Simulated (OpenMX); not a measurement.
Wanted: the native input for an OpenMX 3.8.5 run.

| Property | Result |
| --- | --- |
| Task | single point |
| Functional | PBE |
| Potentials or basis | OpenMX 2013 PBE set, Ge7.0-s3p2d2, grid cutoff 300 Ry |
| k mesh | 11 × 11 × 11 |
| Occupations | fermi-dirac, width 0.05 eV |
| Spin | no spin polarisation |
| Mixing scheme | rmm-diisk |
| SCF threshold | 1e-08 Ha |
| Solver | band |
| Max SCF cycles | 100 |

Crystal: Ge.

```
Ge
1.0
     1.39715   -2.60052    0.00000
     1.39715    2.60052    0.00000
     0.00000    0.00000    2.69823
Ge
1
Direct
  0.50000 0.50000 0.00000
```

This isn't the form of Ge at room conditions, which is diamond.

The input as run:

Ge.dat

```
System.CurrrentDirectory             ./
System.Name                          Ge
DATA.PATH                            ./DFT_DATA13
level.of.stdout                      1
level.of.fileout                     1
Species.Number                       1
<Definition.of.Atomic.Species
  Ge  Ge7.0-s3p2d2           Ge_PBE13
Definition.of.Atomic.Species>

Atoms.Number                         1
Atoms.SpeciesAndCoordinates.Unit     FRAC
<Atoms.SpeciesAndCoordinates
    1  Ge    0.5000000000    0.5000000000    0.0000000000   2.000  2.000
Atoms.SpeciesAndCoordinates>

Atoms.UnitVectors.Unit               Ang
<Atoms.UnitVectors
     1.3971490000   -2.6005160000    0.0000000000
     1.3971490000    2.6005160000    0.0000000000
     0.0000000000    0.0000000000    2.6982310000
Atoms.UnitVectors>

scf.XcType                           GGA-PBE
scf.SpinPolarization                 off
scf.ElectronicTemperature            580.226
scf.energycutoff                     300.0
scf.maxIter                          100
scf.EigenvalueSolver                 band
scf.Kgrid                            11 11 11
scf.Mixing.Type                      rmm-diisk
scf.Init.Mixing.Weight               0.05
scf.Min.Mixing.Weight                0.001
scf.Max.Mixing.Weight                0.3
scf.Mixing.History                   25
scf.Mixing.StartPulay                8
scf.criterion                        1.0e-8
scf.stress.tensor                    on
MD.Type                              nomd
```

Potentials or basis: OpenMX 2013 PBE set, Ge7.0-s3p2d2, grid cutoff 300 Ry.

Run with:

```bash
$ openmx Ge.dat -nt 1 > Ge.std
```

Results of the run:

```yaml
Pressure: 0.3 GPa
Band_gap_on_the_k_mesh: none (metal or under the smearing width)
```

Caveat: the basis of atomic orbitals isn't converged, which shifts pressures, moduli and gaps.

Run time: 30 s on 1 thread of Arm Neoverse V1, on a shared host, peak memory 0.3 GiB.
